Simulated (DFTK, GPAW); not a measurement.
**Pd: energy against volume and a worked fit**

Symmetry: Fm-3m, No. 225, cubic system. Conventional cell: a = 3.893 Å, b = 3.893 Å, c = 3.893 Å, α = 90.00°, β = 90.00°, γ = 90.00°. Pd (site symmetry m-3m) is surrounded by 12 Pd at 2.75 Å.

The cell was scaled at fixed shape and fractions and run with DFTK, SG15 1.2 (PBE), cutoff 1225 eV; PBEsol, k mesh 9 × 9 × 9 on the cell of 1 atom, fermi-dirac occupations of 0.05 eV, no spin polarisation, no spin-orbit coupling. The potentials were made for PBE. Energies are those that the program minimises, any entropy of the smearing included. For a metal such a mesh isn't converged to the digits shown.

```csv
V (Å³/atom),energy over the lowest row (meV/atom)
13.8650,21.19
14.1600,6.01
14.4550,0.00
14.7500,2.05
15.0450,11.17
15.3400,?
15.6350,47.23
```

Question: Fit the third-order Birch-Murnaghan form, give V0, B0 and B′, and predict the energy left open.

Answer: With y = (V0/V)^(2/3), E = E0 + (9 V0 B0/16) [(y - 1)³ B′ + (y - 1)² (6 - 4y)]. Least squares through the rows shown give V0 = 14.5221 Å³/atom, E0 = -0.20 meV, B0 = 208.8 GPa (1 eV/Å³ = 160.218 GPa) and B′ = 5.43, with a largest miss of 0.01 meV. At V = 15.3400 the form with these constants gives 26.49 meV; the run gave 26.49 meV an atom. Other set-ups at this level, from all their volumes (Å³/atom, GPa): GPAW, PAW data sets generated for this functional: V0 14.562, B0 205.8. Measured volume: 14.72 Å³/atom at 293.15 K (arxiv:2204.14071), so the fit lies -1.3 % from it. The runs are for a static lattice.
